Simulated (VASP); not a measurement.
Input of a VASP 6.6.1 run:

The input INCAR:

```
PREC     = Accurate       # precision mode
ENCUT    = 520            # plane-wave cutoff, eV
EDIFF    = 1E-8           # SCF threshold, eV
ISMEAR   = 0              # smearing method
SIGMA    = 0.01           # smearing width, eV
LREAL    = False          # projectors in reciprocal space
LASPH    = True           # aspherical terms in the spheres
NELM     = 100            # most SCF steps
ALGO     = Normal         # electronic algorithm
ISIF     = 2              # what is computed and relaxed
LWAVE    = False          # write WAVECAR
LCHARG   = False          # write CHGCAR
METAGGA  = R2SCAN         # meta-GGA
LMIXTAU  = True         
IBRION   = 6              # ionic algorithm
NFREE    = 2            
POTIM    = 0.015          # step
NSW      = 1              # ionic steps
```

File KPOINTS:

```
regular mesh
0
Gamma
  10 10 10
```

POSCAR

```
BAs
1.0
    0.0000000000      2.3919171740      2.3919171740
    2.3919171740      0.0000000000      2.3919171740
    2.3919171740      2.3919171740      0.0000000000
B As
1 1
Direct
    0.0000000000      0.0000000000      0.0000000000
    0.2500000000      0.2500000000      0.2500000000
```

Potentials or basis: VASP PAW PBE potentials, release 64 (B, As).

Command:

```console
$ cat potpaw_PBE.64/B/POTCAR potpaw_PBE.64/As/POTCAR > POTCAR
$ mpirun -np 1 vasp_std > vasp.out
```

Estimate the highest phonon frequency at Γ, LO-TO splitting left out.

701 cm⁻¹.

Phonon frequencies in cm⁻¹ (negative: imaginary):
```
              q point        frequencies
(0.000, 0.000, 0.000)  0 0 0 701 701 701
```
